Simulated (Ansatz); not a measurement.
## Compressing Al$_{3}$Ru$_{2}$: a fit and a missing row

Al$_{3}$Ru$_{2}$, I4/mmm, a = 3.073 Å, c = 14.252 Å. The structure is a Materials Project entry; whether it is the stable form wasn't checked. Ansatz: PBEsol, PAW, 420 eV, Γ-centred 16×16×16 mesh on 5 atoms, Gaussian smearing 0.10 eV; no spin polarisation. Shape and atoms are relaxed at each volume; pressure is positive in compression.

```
V (Å³/atom) P (GPa)
     11.846        ?
     12.250    22.08
     12.654    13.48
     13.058     6.19
     13.461     0.00
     13.865    -5.23
     14.269    -9.64
     14.808   -14.36
```

Take V0 = 13.461 Å³/atom, fit the third-order Birch–Murnaghan form to the other rows, and predict the missing pressure.

With the Eulerian strain f = ½[(V0/V)^(2/3) − 1] and y = P/[3f(1 + 2f)^(5/2)], the form is the line y = B0 + 1.5 B0 (B0′ − 4) f. Rows (f, y): 0.03243, 194.0; 0.02104, 192.7; 0.01024, 191.5; -0.00976, 187.6; -0.01906, 185.8; -0.03080, 182.2. Means f = 0.0006817, y = 188.97; Σ(Δf)² = 0.003004, ΣΔfΔy = 0.5498; the slope is their ratio. y = 188.8 + 183.1 f GPa, so B0 = 188.8 GPa and B0′ = 4 + 2 × (183.1)/(3 × 188.8) = 4.65. At V = 11.846, f = 0.04447, y = 196.94 and P = 32.51 GPa. The run gave 32.20 GPa, so the fit is 0.31 GPa too high, a small miss on the scale of the series.